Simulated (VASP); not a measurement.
Set up this calculation in VASP 6.6.1, as the native input.

- Task: band structure
- Functional: RPBE
- Potentials or basis: VASP PAW PBE potentials, release 64 (Hf_pv)
- Cutoff: 520 eV
- k mesh: 10 × 10 × 5
- Occupations: fermi-dirac, width 0.05 eV
- Spin: no spin polarisation
- Further INCAR settings: ALGO = Fast; EDIFF = 1e-07

The structure of Hf lies in POSCAR:

```
Hf
1.0
    3.1967000000      0.0000000000      0.0000000000
   -1.5983500000      2.7684234083      0.0000000000
    0.0000000000      0.0000000000      5.0578000000
Hf
2
Direct
    0.6666666667      0.3333333333      0.7500000000
    0.3333333333      0.6666666667      0.2500000000
```

One way to write it, as run:

INCAR

```
  ALGO = Fast
  EDIFF = 1E-7
  ENCUT = 520
  GGA = RP
  ISIF = 2
  ISMEAR = -1
  LASPH = T
  LCHARG = F
  LMAXMIX = 4
  LREAL = F
  LWAVE = F
  NELM = 80
  PREC = Accurate
  SIGMA = 0.05
```

KPOINTS

```
k-points
0
Gamma
  10 10 5
```

KPOINTS_OPT

```
path GMKGALHA,LM,KH
10
line-mode
reciprocal
 0.0000000000  0.0000000000  0.0000000000  G
 0.5000000000  0.0000000000  0.0000000000  M

 0.5000000000  0.0000000000  0.0000000000  M
 0.3333333333  0.3333333333  0.0000000000  K

 0.3333333333  0.3333333333  0.0000000000  K
 0.0000000000  0.0000000000  0.0000000000  G

 0.0000000000  0.0000000000  0.0000000000  G
 0.0000000000  0.0000000000  0.5000000000  A

 0.0000000000  0.0000000000  0.5000000000  A
 0.5000000000  0.0000000000  0.5000000000  L

 0.5000000000  0.0000000000  0.5000000000  L
 0.3333333333  0.3333333333  0.5000000000  H

 0.3333333333  0.3333333333  0.5000000000  H
 0.0000000000  0.0000000000  0.5000000000  A

 0.5000000000  0.0000000000  0.5000000000  L
 0.5000000000  0.0000000000  0.0000000000  M

 0.3333333333  0.3333333333  0.0000000000  K
 0.3333333333  0.3333333333  0.5000000000  H
```

Potentials or basis: VASP PAW PBE potentials, release 64 (Hf_pv).

Run with:

```console
$ cat potpaw_PBE.64/Hf_pv/POTCAR > POTCAR
$ mpirun -np 1 vasp_std > vasp.out
```

It gave:

The pressure is 3.0 GPa and the band gap along the path is none (metal or under the smearing width).

Caveat: the PAW data sets were made with another functional, which shifts forces and pressure a little; spin-orbit coupling is left out, which moves the levels of the heavy elements.

It took 120 s on 1 thread of AMD EPYC 7571, with other jobs on the host, peak memory 0.15 GiB.
